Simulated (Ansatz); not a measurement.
# In2Se2 bilayer (AB) in a perpendicular field, part 2 of 3

Aim: how the In2Se2 bilayer (AB) screens a field along its normal, and what the field does to its bands. A positive field points along +c.

Ansatz 0.2.0; plane-wave DFT, PBE-D3(BJ), Ansatz PAW.

So far. Step 2 (Relaxing the slab): The lattice constant a goes from 4.134 to 4.031 Å.

## (3) Atoms held, field 0, start network

A sawtooth potential applies the field, turning back in the middle of the vacuum. With the dipole correction the typed value is the field outside the slab. The induced dipole is small, so the SCF threshold is tight.

The cell differs from the one that the last finished run ended in (c 57.786 → 31.709 Å).

File input.yaml:

```yaml
crystal:
  lattice:
    - [4.031141464, 0.0, 0.0]
    - [-2.015570732, 3.4910709141, 0.0]
    - [0.0, 0.0, 31.7085818814]
  atoms:
    - { symbol: Se, position: [0.3333333333, 0.6666666667, 0.2838348316] }
    - { symbol: In, position: [0.0, 0.0, 0.324592175] }
    - { symbol: In, position: [0.0, 0.0, 0.4127321639] }
    - { symbol: Se, position: [0.3333333333, 0.6666666667, 0.4533217945] }
    - { symbol: Se, position: [0.6666666667, 0.3333333333, 0.5466285] }
    - { symbol: In, position: [0.3333333333, 0.6666666667, 0.5872691175] }
    - { symbol: In, position: [0.3333333333, 0.6666666667, 0.6754101462] }
    - { symbol: Se, position: [0.6666666667, 0.3333333333, 0.7161651684] }
kpoints:
  mp_grid: { grid: [12, 12, 1] }
  band_path:
    path: [[0, 0, 0], [0.5, 0, 0], [0.33333333, 0.33333333, 0], [0, 0, 0]]
    npoints: 16
hamiltonian:
  xc: pbe
  dispersion: d3bj
scf:
  occupations: { method: fermi_dirac, width: 0.02585 }
  convergence: { dr2_threshold: 1.0e-10 }
efield:
  axis: 3
  dipole_correction: true
  ramp_position: 0.97
  ramp_width: 0.06
  amplitude: 0
output:
  dos: { projected: true, e_range: [-6, 5] }
  write_potential: true
  write_density: true
  volumetric_format: npy
  elf: true
```

Launch:

```bash
ansatz run input.yaml --threads 4 --pin off --max-ram 8192MiB --backend cpu --events-out ev --progress --plain --runs-dir out
```

Numbers of over 12 decimals in the logs are rounded to 6 here.

The program printed:

```text
[...]
Crystal: 8 atoms, lattice volume = 446.235 Å³
Basis set: ecut = 420 eV, 8757 PW (Γ)
Bands: 70, of which v1, the nominal top of the filled ones, is band 58 counted from 1 (57 counted from 0)
Symmetry: 6 space group operations
[...]
k-points: 19 of 144 (time reversal used)
[...]
SCF iter   1: F=—  HF=-44273.897789 eV  |F-HF|=—  |Δ(HF+E_count)|=         —  Δρ=1.60e-3  dr2=7.46e-2  ethr=1.77e-3  p=-0.001 e·Å  D=-4.16e-4 V/Å  ΔV_dip=0.01 eV  dr2_dipole=6.78e-5  V_vac-E_F(+/−)=5.22/5.21 eV  ⟨swp⟩=7.3  Hψ=5708  notcnv=0  defer=5
efield: sawtooth ramp at fractional position 0.9700 (set: `efield.ramp_position`, or a place that a band, a saddle search or an elastic batch's reference lends), width 0.0600; the density the first Hamiltonian is built on has a dipole p = -0.001 e·Å; the dipole correction subtracts the counter field D = -4.16e-4 V/Å, which shifts the + side's vacuum level by +0.01 eV against the − side's; the planar-averaged density in the ramp window peaks in size at 1.0e-5 e/Å³
[...]
SCF iter   2: F=—  HF=-44273.901293 eV  |F-HF|=—  |Δ(HF+E_count)|=   3.50e-3  Δρ=1.38e-3  dr2=1.12e-1  ethr=6.43e-5  p=0.003 e·Å  D=1.32e-3 V/Å  ΔV_dip=-0.04 eV  dr2_dipole=2.02e-4  V_vac-E_F(+/−)=4.91/4.95 eV  ⟨swp⟩=2.8  Hψ=1834  notcnv=0  defer=138
[...]
SCF iter  12: F=-44273.890622 eV  HF=-44273.890622 eV  |F-HF|=5.09e-11  |Δ(HF+E_count)|=  8.00e-10  Δρ=7.74e-8  dr2=8.59e-11  ethr=1.00e-12  p=0.000 e·Å  D=1.59e-4 V/Å  ΔV_dip=-0.01 eV  dr2_dipole=6.95e-13  V_vac-E_F(+/−)=5.08/5.09 eV  ⟨swp⟩=11.2  Hψ=5009  notcnv=0
SCF 1 converged in 12 iterations: F = -44273.890622 eV  dr2 = 8.59e-11
[...]
NSCF: frozen V_eff on 49 k-points
efield: sawtooth ramp at fractional position 0.9700 (kept from the solve that this one continues, or follows in the run), width 0.0600; the density the first Hamiltonian is built on has a dipole p = 0.000 e·Å; the dipole correction subtracts the counter field D = 1.59e-4 V/Å, which shifts the + side's vacuum level by -0.01 eV against the − side's; the planar-averaged density in the ramp window peaks in size at 9.4e-6 e/Å³
[...]
SCF converged after 12 iterations
Free energy (F): -44273.890622 eV
[...]
Internal energy: -44273.890622 eV  (E = F + TS)
E sigma→0 (E₀):  -44273.890622 eV
Fermi energy:    1.471810 eV
Dipole field:    D = 0.000158 V/Å  (p = 0.000390 e·Å, saw-weighted, corrected)
Work function:   Φ+ = 5.0822 eV   Φ− = 5.0872 eV
Levels:          The Fermi level and band energies are counted from a zero that moves with the ramp; work functions are not
[...]
--- Band table (eV; the first three rows and the last of 19) ---
  k-point 0: bands = [... 54 lower, 0.1487, 0.1996, 0.1996, 0.8571, 1.9644, 2.6734, 3.3919, 3.4650, ... 8 higher]
  k-point 1: bands = [... 54 lower, 0.0692, 0.1326, 0.3345, 0.9172, 2.3871, 2.9079, 3.7725, 3.8010, ... 8 higher]
  k-point 2: bands = [... 54 lower, -0.1335, -0.0461, 0.4055, 0.8707, 2.9946, 3.2378, 4.0380, 4.1200, ... 8 higher]
  k-point 18: bands = [... 54 lower, -0.8293, -0.7102, -0.5173, -0.3561, 3.0591, 3.1455, 3.6512, 3.6911, ... 8 higher]
```

Wall time 60 s (4 threads of Intel Xeon at 2.50GHz (Skylake/Cascade Lake), shared host); peak memory 1.7 GiB; 3.8 min of CPU time.

The column dr2 measures how far the density is from self-consistency, as an energy; F and HF (Harris–Foulkes) agree once it is small.

This step gave:

```yaml
gap_on_the_k_mesh: 1.047 eV
dipole_along_the_normal: 3.90e-4 e·Å
gap_along_the_path: 1.041 eV
smallest_direct_gap_along_the_path: 1.107 eV
ionisation_energy_upper_face: 5.631 eV
electron_affinity_upper_face: 4.590 eV
gap_the_smaller_of_path_and_mesh: 1.041 eV
```

Running mean over a fixed 2.8 Å (it still follows the layers) of the planar mean; the ramp of the sawtooth is left out. The electron's electrostatic potential energy less the Fermi level by z:

```tsv
z (Å)	electron's electrostatic potential energy less the Fermi level (eV)
4	5.09
5	5.08
6	5.05
7	4.31
8	1.59
9	-2.61
10	-4.38
11	-2.72
12	-2.36
13	-3.85
14	-4.02
15	-0.237
16	0.995
17	-1.35
18	-4.53
19	-3.32
20	-2.31
21	-3.22
22	-4.52
23	-1.37
24	2.52
25	4.75
26	5.06
27	5.08
28	5.08
```

The density of states has structure finer than the step of the table below, so its rows give means over 0.2 eV, whole bins alone (the curve runs from -6 to 2.49 eV). Peaks (eV: height): -5.53: 14.9, -3.38: 16.0, -2.86: 16.4, -2.39: 12.6, -2.11: 17.0, -1.75: 11.8, 1.77: 13.2.

Table of density of states by energy, zero at the Fermi level of the run, which the smearing sets inside the gap; means over each step:

```tsv
energy (eV)	density of states (states/eV a cell)
-5.8	0.111
-5.6	5.82
-5.4	3.69
-5.2	2.16
-5.0	1.62
-4.8	1.42
-4.6	1.32
-4.4	1.45
-4.2	1.84
-4.0	1.06
-3.8	3.77
-3.6	6.24
-3.4	6.34
-3.2	3.84
-3.0	5.76
-2.8	9.90
-2.6	7.58
-2.4	10.7
-2.2	11.6
-2.0	6.46
-1.8	7.91
-1.6	6.75
-1.4	4.43
-1.2	3.39
-1.0	3.12
-0.8	1.05
-0.6	1.43
-0.4	0
-0.2	0
0.0	0
0.2	0
0.4	4.1e-4
0.6	0.0500
0.8	0.143
1.0	0.188
1.2	0.909
1.4	3.04
1.6	5.91
1.8	10.8
2.0	7.85
2.2	5.95
```

Projected DOS per atom over height of the atomic layer and energy from the Fermi level. Layers: Se In In Se Se In In Se from below.

Ten even steps from '0' (0.00 states/eV) to '9' (2.31 states/eV), each cell a mean:
```
13311331
46543554
12211221
00000000
00000000
00000000
00000000
00000000
00011000
31122112
52244225
61277216
92277129
72166127
31133113
32245223
10122101
10011001
00000000
10011001
22222222
00000000
```
Columns: height of the atomic layer (Å) from 9 to 22.7 (not evenly spaced); rows upwards: energy from the Fermi level (eV) from -5.96 to 2.41.

Electronic bands along the path, in eV, zero at the Fermi level of the run, which the smearing sets inside the gap:

```tsv
point	band 55	band 56	band 57	band 58	band 59	band 60	band 61	band 62
Γ	-1.32	-1.27	-1.27	-0.61	0.49	1.20	1.92	1.99
halfway	-1.86	-1.75	-1.08	-0.84	1.71	1.86	1.98	2.22
M	-2.29	-2.16	-1.86	-1.74	1.16	1.23	1.56	1.69
halfway	-2.38	-2.20	-1.81	-1.76	1.64	1.75	1.88	2.05
K	-2.30	-2.18	-1.99	-1.83	1.59	1.67	2.18	2.22
halfway	-2.24	-2.17	-1.08	-0.95	2.03	2.17	2.39	2.47
Γ	-1.32	-1.27	-1.27	-0.61	0.49	1.20	1.92	1.99
```

Valence density in the ca plane at fractional y = 0.667, with atoms of Se and In within 0.2 Å of it. It is the smooth field of the valence electrons, not physical close to the nuclei.

Ten steps, logarithmic in the rise over the least value, from '0' (0 e/Å³) to '9' (29 e/Å³), each cell a mean:
```
00000000000000000000000110000001110000000011
00000000000000000000000111000001100000000011
00000000000000000000000110000001110000000011
00000000000000000000111100000000111110000001
00000000000000000012221100000000112221000000
00000000000000000124652100000000124642100000
00000000000000000137984210000000137984100000
00000000000000000137984210000000138984100000
00000000000000000124653100000000125652100000
00000000000000000012222100000000112221000000
00000000000000000001111100000000111110000001
```
Columns run along c (16.0 Å, from fractional 0.05 to 0.56 of the cell), rows up along a (4.0 Å). Atoms in or near the plane, at fractional coordinates: Se at (0.28, 0.33), Se at (0.45, 0.33).

Electrostatic potential energy in the ca plane at fractional y = 0.667, with atoms of Se and In within 0.2 Å of it. With pseudopotentials it is smooth inside the atoms' cores, unlike the true potential.

Ten even steps from '0' (-17 eV) to '9' (7 eV), each cell a mean:
```
99999999999999999999887667788876678899999887
99999999999999999999887656788765568899999877
99999999999999999999887666788876678899999887
99999999999999999998777777888877777788999988
99999999999999999974236788899888763236899998
99999999999999999830101689999998720102799997
99999999999999999712430489999998602430699987
99999999999999999702430489999998503430699987
99999999999999999830100689999998710101799987
99999999999999999973125788899888762136899998
99999999999999999998777777888887777788999988
```
Columns run along c (16.0 Å, from fractional 0.05 to 0.56 of the cell; values clipped at the 3rd and 97th percentile), rows up along a (4.0 Å). Atoms in or near the plane, at fractional coordinates: Se at (0.28, 0.33), Se at (0.45, 0.33).

ELF in the ca plane at fractional y = 0.667, with atoms of Se and In within 0.2 Å of it. It is the smooth field of the valence electrons, not physical close to the nuclei.

Ten even steps from '0' (0.00) to '9' (0.86), each cell a mean:
```
00000000000000000112332222344332223321002677
00000000000000000000112222355432221100003777
00000000000000000012232222344332223221003677
00000000000000012466765322233222356765201356
00000000000000136889888642111123588888610133
00000000000001358999778752100024788789940012
00000000000001369997347762000025785369961001
00000000000001469997237762000025784259961001
00000000000001368998778752000024787689950012
00000000000000246899988642111123688998720123
00000000000000013567776422222222357776201356
```
Columns run along c (16.0 Å, from fractional 0.05 to 0.56 of the cell), rows up along a (4.0 Å). Atoms in or near the plane, at fractional coordinates: Se at (0.28, 0.33), Se at (0.45, 0.33).

The gap is 1.04 eV, with the valence edge 5.63 eV and the conduction edge 4.59 eV under the upper vacuum level.

## (4) Atoms held, field 0.05 V/Å

input.yaml: that of step 3 with these lines changed.

```diff
@@ -30,5 +30,4 @@
   ramp_width: 0.06
-  amplitude: 0
+  amplitude: 0.05
 output:
-  dos: { projected: true, e_range: [-6, 5] }
   write_potential: true
@@ -36,2 +35 @@
   volumetric_format: npy
-  elf: true
```

The program printed:

```text
[...]
Crystal: 8 atoms, lattice volume = 446.235 Å³
Basis set: ecut = 420 eV, 8757 PW (Γ)
Bands: 70, of which v1, the nominal top of the filled ones, is band 58 counted from 1 (57 counted from 0)
Symmetry: 6 space group operations
[...]
k-points: 19 of 144 (time reversal used)
[...]
k-point 0: bands = [... 54 lower, 0.1557, 0.2060, 0.2060, 0.8585, 1.9624, 2.6755, 3.3810, 3.4748, ... 8 higher]
  k-point 1: bands = [... 54 lower, 0.0773, 0.1375, 0.3341, 0.9183, 2.3848, 2.9102, 3.7544, 3.8182, ... 8 higher]
  k-point 2: bands = [... 54 lower, -0.1261, -0.0426, 0.4051, 0.8714, 2.9916, 3.2402, 4.0344, 4.1237, ... 8 higher]
  k-point 18: bands = [... 54 lower, -0.8524, -0.6851, -0.5420, -0.3419, 3.0785, 3.1211, 3.6720, 3.6739, ... 8 higher]
[key lines of the parts left out:]
SCF converged after 15 iterations
Free energy (F): -44273.892065 eV
Fermi energy:    1.471274 eV
Dipole field:    D = 0.023251 V/Å  (p = 0.057337 e·Å, saw-weighted, corrected)
```

Elapsed: 64 s, on 4 threads; peak memory 1.5 GiB; 4 min of CPU time.

The dipole is 0.0573 e·Å, and the gap 1.038 eV.

## (5) Atoms held, field -0.05 V/Å

input.yaml: that of step 4 with these lines changed.

```diff
@@ -30,3 +30,3 @@
   ramp_width: 0.06
-  amplitude: 0.05
+  amplitude: -0.05
 output:
```

The program printed:

```text
[...]
Crystal: 8 atoms, lattice volume = 446.235 Å³
Basis set: ecut = 420 eV, 8757 PW (Γ)
Bands: 70, of which v1, the nominal top of the filled ones, is band 58 counted from 1 (57 counted from 0)
Symmetry: 6 space group operations
[...]
k-points: 19 of 144 (time reversal used)
[...]
k-point 0: bands = [... 54 lower, 0.1568, 0.2096, 0.2096, 0.8565, 1.9652, 2.6720, 3.3913, 3.4670, ... 8 higher]
  k-point 1: bands = [... 54 lower, 0.0792, 0.1402, 0.3336, 0.9175, 2.3870, 2.9075, 3.7650, 3.8094, ... 8 higher]
  k-point 2: bands = [... 54 lower, -0.1235, -0.0408, 0.4038, 0.8721, 2.9923, 3.2399, 4.0285, 4.1291, ... 8 higher]
  k-point 18: bands = [... 54 lower, -0.8068, -0.7348, -0.4927, -0.3690, 3.0388, 3.1695, 3.6281, 3.7106, ... 8 higher]
[key lines of the parts left out:]
SCF converged after 15 iterations
Free energy (F): -44273.892026 eV
Fermi energy:    1.472509 eV
Dipole field:    D = -0.022933 V/Å  (p = -0.056553 e·Å, saw-weighted, corrected)
```

The job ended after 62 s (4 threads; peak memory 1.5 GiB; 3.9 min of CPU time).

The dipole is -0.0566 e·Å, and the gap 1.041 eV.

## (6) Single point, field 0.1 V/Å

input.yaml: that of step 5 with these lines changed.

```diff
@@ -28,5 +28,5 @@
   dipole_correction: true
-  ramp_position: 0.97
-  ramp_width: 0.06
-  amplitude: -0.05
+  ramp_position: 0.9653
+  ramp_width: 0.0694
+  amplitude: 0.1
 output:
```

The program printed:

```text
[...]
Crystal: 8 atoms, lattice volume = 446.235 Å³
Basis set: ecut = 420 eV, 8757 PW (Γ)
Bands: 70, of which v1, the nominal top of the filled ones, is band 58 counted from 1 (57 counted from 0)
Symmetry: 6 space group operations
[...]
k-points: 19 of 144 (time reversal used)
[...]
k-point 0: bands = [... 54 lower, 0.1653, 0.2260, 0.2260, 0.8607, 1.9590, 2.6784, 3.3641, 3.4908, ... 8 higher]
  k-point 1: bands = [... 54 lower, 0.0896, 0.1539, 0.3323, 0.9207, 2.3802, 2.9142, 3.7316, 3.8400, ... 8 higher]
  k-point 2: bands = [... 54 lower, -0.1118, -0.0306, 0.4023, 0.8743, 2.9835, 3.2470, 4.0200, 4.1378, ... 8 higher]
  k-point 18: bands = [... 54 lower, -0.8761, -0.6598, -0.5670, -0.3268, 3.0965, 3.0967, 3.6536, 3.6961, ... 8 higher]
[key lines of the parts left out:]
SCF converged after 16 iterations
Free energy (F): -44273.896355 eV
Fermi energy:    1.470904 eV
Dipole field:    D = 0.046339 V/Å  (p = 0.114275 e·Å, saw-weighted, corrected)
```

Wall time 64 s (4 threads); peak memory 1.5 GiB; 4.1 min of CPU time.

The dipole is 0.114 e·Å, and the gap 1.032 eV.

## (7) Atoms held, field -0.1 V/Å

input.yaml: that of step 6 with these lines changed.

```diff
@@ -30,3 +30,3 @@
   ramp_width: 0.0694
-  amplitude: 0.1
+  amplitude: -0.1
 output:
```

The program printed:

```text
[...]
Crystal: 8 atoms, lattice volume = 446.235 Å³
Basis set: ecut = 420 eV, 8757 PW (Γ)
Bands: 70, of which v1, the nominal top of the filled ones, is band 58 counted from 1 (57 counted from 0)
Symmetry: 6 space group operations
[...]
k-points: 19 of 144 (time reversal used)
[...]
k-point 0: bands = [... 54 lower, 0.1661, 0.2314, 0.2314, 0.8568, 1.9646, 2.6714, 3.3801, 3.4797, ... 8 higher]
  k-point 1: bands = [... 54 lower, 0.0911, 0.1587, 0.3314, 0.9192, 2.3845, 2.9088, 3.7442, 3.8310, ... 8 higher]
  k-point 2: bands = [... 54 lower, -0.1093, -0.0271, 0.3998, 0.8756, 2.9848, 3.2465, 4.0110, 4.1458, ... 8 higher]
  k-point 18: bands = [... 54 lower, -0.7853, -0.7591, -0.4683, -0.3803, 3.0177, 3.1933, 3.6045, 3.7304, ... 8 higher]
[key lines of the parts left out:]
SCF converged after 16 iterations
Free energy (F): -44273.896277 eV
Fermi energy:    1.473366 eV
Dipole field:    D = -0.046022 V/Å  (p = -0.113493 e·Å, saw-weighted, corrected)
```

The job ended after 61 s (4 threads; peak memory 1.5 GiB; 3.9 min of CPU time).

The dipole is -0.113 e·Å, and the gap 1.038 eV.

## (8) Atoms held, field 0.2 V/Å

input.yaml: that of step 7 with these lines changed.

```diff
@@ -30,3 +30,3 @@
   ramp_width: 0.0694
-  amplitude: -0.1
+  amplitude: 0.2
 output:
```

The program printed:

```text
[...]
Crystal: 8 atoms, lattice volume = 446.235 Å³
Basis set: ecut = 420 eV, 8757 PW (Γ)
Bands: 70, of which v1, the nominal top of the filled ones, is band 58 counted from 1 (57 counted from 0)
Symmetry: 6 space group operations
[...]
k-points: 19 of 144 (time reversal used)
[...]
k-point 0: bands = [... 54 lower, 0.1829, 0.2814, 0.2814, 0.8674, 1.9487, 2.6861, 3.3247, 3.5293, ... 8 higher]
  k-point 1: bands = [... 54 lower, 0.1094, 0.2052, 0.3253, 0.9295, 2.3644, 2.9269, 3.6845, 3.8851, ... 8 higher]
  k-point 2: bands = [... 54 lower, -0.0876, 0.0122, 0.3906, 0.8860, 2.9554, 3.2702, 3.9790, 4.1776, ... 8 higher]
  k-point 18: bands = [... 54 lower, -0.9240, -0.6173, -0.6083, -0.2942, 3.0465, 3.1291, 3.6193, 3.7388, ... 8 higher]
[key lines of the parts left out:]
SCF converged after 16 iterations
Free energy (F): -44273.913479 eV
Fermi energy:    1.470634 eV
Dipole field:    D = 0.092540 V/Å  (p = 0.228208 e·Å, saw-weighted, corrected)
```

It took 63 s on 4 threads; peak memory 1.5 GiB; 4 min of CPU time.

The dipole is 0.228 e·Å, and the gap 1.012 eV.

## (9) Single point, field -0.2 V/Å

input.yaml: that of step 8 with these lines changed.

```diff
@@ -30,3 +30,3 @@
   ramp_width: 0.0694
-  amplitude: 0.2
+  amplitude: -0.2
 output:
```

The program printed:

```text
[...]
Crystal: 8 atoms, lattice volume = 446.235 Å³
Basis set: ecut = 420 eV, 8757 PW (Γ)
Bands: 70, of which v1, the nominal top of the filled ones, is band 58 counted from 1 (57 counted from 0)
Symmetry: 6 space group operations
[...]
k-points: 19 of 144 (time reversal used)
[...]
k-point 0: bands = [... 54 lower, 0.1843, 0.2878, 0.2878, 0.8596, 1.9596, 2.6723, 3.3462, 3.5178, ... 8 higher]
  k-point 1: bands = [... 54 lower, 0.1108, 0.2113, 0.3234, 0.9265, 2.3726, 2.9164, 3.6994, 3.8774, ... 8 higher]
  k-point 2: bands = [... 54 lower, -0.0858, 0.0176, 0.3857, 0.8884, 2.9576, 3.2696, 3.9676, 4.1867, ... 8 higher]
  k-point 18: bands = [... 54 lower, -0.8063, -0.7463, -0.4202, -0.3968, 2.9735, 3.2397, 3.5565, 3.7704, ... 8 higher]
[key lines of the parts left out:]
SCF converged after 16 iterations
Free energy (F): -44273.913323 eV
Fermi energy:    1.475479 eV
Dipole field:    D = -0.092224 V/Å  (p = -0.227430 e·Å, saw-weighted, corrected)
```

The job ended after 64 s (4 threads; peak memory 1.5 GiB; 4.1 min of CPU time).

The dipole is -0.227 e·Å, and the gap 1.025 eV.

## (10) Atoms held, field 0.3 V/Å

input.yaml: that of step 9 with these lines changed.

```diff
@@ -28,5 +28,5 @@
   dipole_correction: true
-  ramp_position: 0.9653
-  ramp_width: 0.0694
-  amplitude: -0.2
+  ramp_position: 0.963
+  ramp_width: 0.0739
+  amplitude: 0.3
 output:
```

The program printed:

```text
[...]
Crystal: 8 atoms, lattice volume = 446.235 Å³
Basis set: ecut = 420 eV, 8757 PW (Γ)
Bands: 70, of which v1, the nominal top of the filled ones, is band 58 counted from 1 (57 counted from 0)
Symmetry: 6 space group operations
[...]
k-points: 19 of 144 (time reversal used)
[...]
k-point 0: bands = [... 54 lower, 0.2039, 0.3417, 0.3417, 0.8768, 1.9342, 2.6961, 3.2842, 3.5706, ... 8 higher]
  k-point 1: bands = [... 54 lower, 0.1300, 0.2639, 0.3144, 0.9432, 2.3413, 2.9448, 3.6374, 3.9304, ... 8 higher]
  k-point 2: bands = [... 54 lower, -0.0661, 0.0666, 0.3720, 0.9046, 2.9170, 3.3010, 3.9336, 4.2211, ... 8 higher]
  k-point 18: bands = [... 54 lower, -0.9720, -0.6677, -0.5557, -0.2593, 2.9961, 3.1545, 3.5905, 3.7789, ... 8 higher]
[key lines of the parts left out:]
SCF converged after 17 iterations
Free energy (F): -44273.942002 eV
Fermi energy:    1.471128 eV
Dipole field:    D = 0.138786 V/Å  (p = 0.342252 e·Å, saw-weighted, corrected)
```

Elapsed: 65 s, on 4 threads; peak memory 1.5 GiB; 4.1 min of CPU time.

The dipole is 0.342 e·Å, and the gap 0.983 eV.

(Continued in part 3 of 3.)

[Logs are printed without paths, hosts, clocks, repeated set-up lines and the standing remarks that a program may print on its own settings, such as how far it seeks lower states.]

[Hosts, paths, dates, database ids (printed as entryN), source tags and the programs' standing remarks are cut or masked in the printed files.]

[Maps of the electrostatic potential energy from Ansatz leave out the sawtooth potential of an applied field or a dipole correction, so their vacuum need not be flat; planar profiles and work functions include it.]

[The density of states shown here was stored with 400 of the rows of the run's finer table, so its peaks can read low, often by over a quarter, or be missed, and its means over a window can be off by a tenth or more.]
